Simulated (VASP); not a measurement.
V under changes of volume

One of the cells (14.169 Å³/atom); the others are scaled copies at fixed shape and fractional positions:

```
V
1.0
    -1.52438    1.52438    1.52438
     1.52438   -1.52438    1.52438
     1.52438    1.52438   -1.52438
V
1
Cartesian
  0.0000 0.0000 0.0000
```

* Program: VASP 6.6.1
* Functional: PBE
* Potentials or basis: VASP PAW PBE potentials, release 64 (V_sv)
* Cutoff: 520 eV
* k mesh: 12 × 12 × 12
* Occupations: fermi-dirac, width 0.05 eV
* Spin: collinear spin, ferromagnetic start
* Starting moments: [2.0] μB

| volume (Å³/atom) | energy over the lowest point (meV/atom) | pressure (GPa) |
| --- | --- | --- |
| 13.058 | 7.09 | 6.0 |
| 13.336 | 0.19 | 1.9 |
| 13.613 | 0.00 | -1.8 |
| 14.169 | 17.62 | -8.2 |
| 14.447 | ? | ? |
| 14.725 | 55.78 | -13.5 |

Task: What does the run at 14.447 Å³/atom give?

Result: Energy over the lowest point 34.38 meV/atom; pressure -11.0 GPa.

Worked out: A Birch-Murnaghan fit of order 3 (a polynomial in V^(-2/3)) to the other rows has its minimum at 13.48 Å³/atom with B0 = V·E''(V) = 180 GPa and B' = 3.5. It gives 34.36 meV/atom at 14.447 Å³/atom, against the run's 34.38, and -dE/dV = -11.0 GPa, against -11.0.

Energies are extrapolated to zero smearing.
